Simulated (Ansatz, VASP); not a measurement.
# One calculation of SnSe, two programs

Contents of INCAR:

```
SYSTEM = SnSe
  ALGO = Normal
  EDIFF = 1E-6
  EDIFFG = -0.005
  ENCUT = 600
  GGA = PE
  IBRION = 2
  ISIF = 3
  ISMEAR = -1
  LASPH = .TRUE.
  LCHARG = .FALSE.
  LREAL = .FALSE.
  LWAVE = .FALSE.
  NELM = 60
  NSW = 100
  PREC = Accurate
  SIGMA = 0.03
```

File KPOINTS:

```
k-points
0
G
  12 12 12
  0 0 0
```

Contents of POSCAR:

```
SnSe
1.0
    3.0546685047      0.0000000000      0.0000000000
    0.0000000000      3.0546685047      0.0000000000
    0.0000000000      0.0000000000      3.0546685047
Sn Se
1 1
Direct
    0.0000000000      0.0000000000      0.0000000000
    0.5000000000      0.5000000000      0.5000000000
```

Input for Ansatz:

```yaml
crystal:
  lattice:
    - [3.0546685047, 0.0, 0.0]
    - [0.0, 3.0546685047, 0.0]
    - [0.0, 0.0, 3.0546685047]
  atoms:
    - { symbol: Sn, position: [0.0, 0.0, 0.0] }
    - { symbol: Se, position: [0.5, 0.5, 0.5] }
kpoints:
  mp_grid: { grid: [12, 12, 12] }
scf:
  occupations: { method: fermi_dirac, width: 0.03 }
hamiltonian:
  xc: pbe
  pseudopotentials: { kind: paw }
output:
  forces: true
  stress: true
relax:
  f_tol: 0.005
  max_steps: 80
  cell: {}
```

Alike in both runs: task relaxation of cell and atoms; functional PBE; k mesh 12 × 12 × 12; occupations fermi-dirac, width 0.03 eV; no spin polarisation.

```csv
,VASP,Ansatz
version,VASP 6.6.1,Ansatz 0.2.0
potentials or method,"VASP PAW PBE potentials, release 64 (Sn_d, Se)","PAW with Ansatz's default frozen-core files, scalar-relativistic"
plane-wave cutoff (eV),600,420
valence electrons in the cell,20,30
```

|  | VASP | Ansatz | Ansatz less VASP |
| --- | --- | --- | --- |
| relaxed volume (Å³/atom) | 24.90 | 24.91 | +0.013 |
| relaxed cell length with the largest relative difference (Å) | 3.679 | 3.680 | +0.0007 |
| energy change over the relaxation (meV/atom) | -1930 | -1921 | +8.6 |

The two sets of potentials don't hold the same shells in valence.

Caveats: the volume moved by over 15 % at a fixed basis, so the end points are rough (VASP).
